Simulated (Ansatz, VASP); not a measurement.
Given: the input of a run of VASP 6.6.1 on Ge.

Contents of INCAR:

```
SYSTEM = Ge
ALGO = Normal
EDIFF = 1E-7
ENCUT = 520
GGA = PS
ISIF = 2
ISMEAR = -1
LASPH = .TRUE.
LCHARG = .FALSE.
LREAL = .FALSE.
LWAVE = .FALSE.
NBANDS = 21
NELM = 80
PREC = Accurate
SIGMA = 0.05
```

KPOINTS

```
k-points
0
G
  11 11 11
  0 0 0
```

The input POSCAR:

```
Ge
1.0
   -2.5287425297      2.6857467767      1.4558563658
    2.5287425297     -2.6857467767      1.4558563658
    2.5287425297      2.6857467767     -1.4558563658
Ge
2
Direct
    0.3140570000      0.0640570000      0.2500000000
    0.6859430000      0.9359430000      0.7500000000
```

Potentials or basis: VASP PAW PBE potentials, release 64 (Ge_d).

Launch:

```bash
$ cat potpaw_PBE.64/Ge_d/POTCAR > POTCAR
$ mpirun -np 1 vasp_std > vasp.out
```

Question: Set up the same calculation for Ansatz 0.2.0. Potentials there: all-electron LAPW, scalar-relativistic.

Answer: As run (the cutoff follows the program's own potentials):

The input input.yaml:

```yaml
crystal:
  lattice:
    - [-2.5287425297, 2.6857467767, 1.4558563658]
    - [2.5287425297, -2.6857467767, 1.4558563658]
    - [2.5287425297, 2.6857467767, -1.4558563658]
  atoms:
    - { symbol: Ge, position: [0.314057, 0.064057, 0.25] }
    - { symbol: Ge, position: [0.685943, 0.935943, 0.75] }
kpoints:
  mp_grid: { grid: [11, 11, 11] }
scf:
  occupations: { method: fermi_dirac, width: 0.05 }
hamiltonian:
  xc: pbesol
  pseudopotentials: { kind: all_electron, lapw: { basis_error: 0.0005 } }
output:
  forces: true
  stress: true
  eigenvalues: true
```

Potentials or basis: all-electron LAPW, scalar-relativistic.

Run with:

```sh
$ ansatz run input.yaml --threads 1 --pin off --max-ram 3072MiB --backend cpu --events-out ev --progress --plain --runs-dir out
```

Both were run:

|  | VASP | Ansatz | Ansatz less VASP |
| --- | --- | --- | --- |
| gap on the k mesh at the Fermi level (eV) | none | none | - |
| pressure (GPa) | -5.0 | -4.8 | +0.11 |
| largest component of the traceless stress (GPa) | 1.01 | 1.01 | 0.000 |
| rms of the force components (eV/Å) | 0.036 | 0.035 | -0.0006 |

Atom by atom the forces differ by 0.001 eV/Å (rms over components). A gap of «none» marks a metal or a gap that the smearing closes. Ansatz ran all-electron here, so the differences hold the error of VASP's frozen core and of both bases.

Caveats: the PAW data sets were made with another functional, which shifts forces and pressure a little (VASP).
